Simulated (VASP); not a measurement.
# MgO (P6_3/mmc) in VASP: further runs, part 2 of 2

VASP 6.6.1.

**3. Single point, PBE (strain +0.015 along x and y, +0.015 along z, atoms carried along)**

Input file INCAR:

```
SYSTEM = MgO
ALGO = Normal
EDIFF = 1E-6
ENCUT = 520
GGA = PE
ISIF = 2
ISMEAR = 0
LASPH = .True.
LCHARG = .False.
LREAL = .False.
LWAVE = .False.
NBANDS = 16
NELM = 100
PREC = Accurate
SIGMA = 0.05
```

Input file KPOINTS:

```
k-points
0
Gamma
  6 6 6
  0 0 0
```

Input file POSCAR:

```
MgO
1.0
    3.5386735306      0.0000000000      0.0000000000
   -1.7693367653      3.0645811732      0.0000000000
    0.0000000000      0.0000000000      4.2407118383
Mg O
2 2
Direct
    0.6666666667      0.3333333333      0.7500000000
    0.3333333333      0.6666666667      0.2500000000
    0.6666666667      0.3333333333      0.2500000000
    0.3333333333      0.6666666667      0.7500000000
```

Potentials or basis: VASP PAW PBE potentials, release 64 (Mg, O).

The run is started by

```bash
> cat potpaw_PBE.64/Mg/POTCAR potpaw_PBE.64/O/POTCAR > POTCAR
> mpirun -np 1 vasp_std > vasp.out
```

OUTCAR:

```text
SYSTEM = MgO
   EDIFF = 1E-6
   ENCUT = 520
   GGA = PE
   ISIF = 2
   ISMEAR = 0
   LASPH = .True.
   LREAL = .False.
   NELM = 100
   PREC = Accurate

 ion  position               nearest neighbor table
   1  0.667  0.333  0.750-   4 2.04   4 2.04   4 2.04   3 2.12   3 2.12   2 2.94   2 2.94   2 2.94
                             2 2.94   2 2.94   2 2.94
   2  0.333  0.667  0.250-   3 2.04   3 2.04   3 2.04   4 2.12   4 2.12   1 2.94   1 2.94   1 2.94
                             1 2.94   1 2.94   1 2.94
   3  0.667  0.333  0.250-   2 2.04   2 2.04   2 2.04   1 2.12   1 2.12
   4  0.333  0.667  0.750-   1 2.04   1 2.04   1 2.04   2 2.12   2 2.12

  LATTYP: Found a hexagonal cell.
 ALAT       =     3.5386735306
 C/A-ratio  =     1.1983902447

  Lattice vectors:

 A1 = (   3.5386735306,   0.0000000000,   0.0000000000)
 A2 = (  -1.7693367653,   3.0645811732,   0.0000000000)
 A3 = (   0.0000000000,   0.0000000000,   4.2407118383)

Analysis of symmetry for initial positions (statically):
=====================================================================
 Subroutine PRICEL returns:
 Original cell was already a primitive cell.

 Routine SETGRP: Setting up the symmetry group for a
 hexagonal supercell.

 Subroutine GETGRP returns: Found 24 space group operations
 (whereof 12 operations were pure point group operations)
 out of a pool of 24 trial point group operations.

The static configuration has the point symmetry D_3d.
 The point group associated with its full space group is D_6h.

Analysis of symmetry for dynamics (positions and initial velocities):
=====================================================================
 Subroutine PRICEL returns:
 Original cell was already a primitive cell.

 Routine SETGRP: Setting up the symmetry group for a
 hexagonal supercell.

 Subroutine GETGRP returns: Found 24 space group operations
[... 129 lines left out ...]
  volume/ion in A,a.u.               =      11.50        77.59
  Fermi-wavevector in a.u.,A,eV,Ry     =   1.151414  2.175856 18.037969  1.325753
  Thomas-Fermi vector in A             =   2.288071
   LORBIT       =      0    0 simple, 1 ext, 2 COOP (PROOUT), +10 PAW based schemes
   GGA     = PE    functional components
   LHFCALC =     F    Hartree Fock is set to
   AEXX    =    0.0000 exact exchange contribution
   IVDW    =     0    specifies the selected vdW correction
   LEPSILON=     F    determine dielectric tensor
   LRPA    =     F    only Hartree local field effects (RPA)
 non-spin polarized calculation
 Gauss-broadening in eV      SIGMA  =   0.05
  energy-cutoff  :      520.00
  volume of cell :       45.99
 maximum number of plane-waves:      1276
 NGX is ok and might be reduce to    28
   NGX = 13   NGY = 13   NGZ = 15

 number of electron      15.9999991 magnetization

 Free energy of the ion-electron system (eV)
  ---------------------------------------------------
  ext. energy  EPLUGINS =         0.00000000
  ---------------------------------------------------
  free energy    TOTEN  =       -23.67203585 eV

  energy without entropy =      -23.67203585  energy(sigma->0) =      -23.67203585

 E-fermi :   1.9676     XC(G=0):  -9.8780

 val. band max:        1.7188736569   @ k =   0.0000   0.0000   0.0000
 cond. band min:       4.9323185548   @ k =   0.0000   0.0000   0.0000
 fundamental gap:      3.2134448980
 Fermi energy:         1.9675720590

 k-point     1 :       0.0000    0.0000    0.0000
  band No.  band energies     occupation
      1     -15.0253      2.00000
      2     -13.7379      2.00000
      3      -1.7651      2.00000
      4       0.0676      2.00000
      5       0.0676      2.00000
      6       0.9706      2.00000
[... 433 lines left out ...]
      3      -1.7300      2.00000
      4      -1.7300      2.00000
      5       0.3149      2.00000
      6       0.3149      2.00000
[... 8 lines left out ...]
     15      16.1724      0.00000
     16      16.1724      0.00000

 [... further k-points ...]

------------------------ aborting loop because EDIFF is reached ----------------------------------------

  FORCE on cell =-STRESS in cart. coord.  units (eV):
  Direction    XX          YY          ZZ          XY          YZ          ZX
  --------------------------------------------------------------------------------------
  -------------------------------------------------------------------------------------
  Total       -0.5544363     -0.5544363     -0.4259746      0.0000000      0.0000000      0.0000000
  in kB      -19.3157616    -19.3157616    -14.8403425      0.0000000      0.0000000      0.0000000
  external PRESSURE =     -17.8239552 kB  Pullay stress =       0.0000000 kB

 VOLUME and BASIS-vectors are now :
 -----------------------------------------------------------------------------
  energy-cutoff  :      520.00
  volume of cell :       45.99
      direct lattice vectors                 reciprocal lattice vectors
     3.538673531  0.000000000  0.000000000     0.282591765  0.163154432  0.000000000
    -1.769336765  3.064581173  0.000000000     0.000000000  0.326308864  0.000000000
     0.000000000  0.000000000  4.240711838     0.000000000  0.000000000  0.235809467

 POSITION                                       TOTAL-FORCE (eV/Angst)
 -----------------------------------------------------------------------------------
      1.76934      1.02153      3.18053        -0.000000      0.000000      0.000000
     -0.00000      2.04305      1.06018         0.000000     -0.000000      0.000000
      1.76934      1.02153      1.06018        -0.000000     -0.000000      0.000000
     -0.00000      2.04305      3.18053         0.000000      0.000000     -0.000000
 -----------------------------------------------------------------------------------
    total drift:                               -0.000000      0.000000     -0.000000

  FREE ENERGIE OF THE ION-ELECTRON SYSTEM (eV)
  ---------------------------------------------------
  free  energy   TOTEN  =       -23.6720358543 eV

  energy  without entropy=      -23.6720358543  energy(sigma->0) =      -23.67203585
```

stdout:

```text
POSCAR found type information on POSCAR MgO
 POSCAR found :  2 types and       4 ions
 scaLAPACK will be used
 LDA part: xc-table for (Slater+PW92), standard interpolation
 POSCAR, INCAR and KPOINTS ok, starting setup
 FFT: planning ... GRIDC
 FFT: planning ... GRID_SOFT
 FFT: planning ... GRID
 WAVECAR not read
 entering main loop
```

Wall time 8.4 s (1 thread of Intel Xeon 6975P-C (Granite Rapids), shared host); peak memory 0.17 GiB.

Results:

```
Free energy            : -23.6720 eV
Pressure               : -1.8 GPa
Band gap on the k mesh : 3.21 eV, direct
```

Stress tensor (GPa, compression positive):
```
-1.93  0.00  0.00
 0.00 -1.93  0.00
 0.00  0.00 -1.48
```
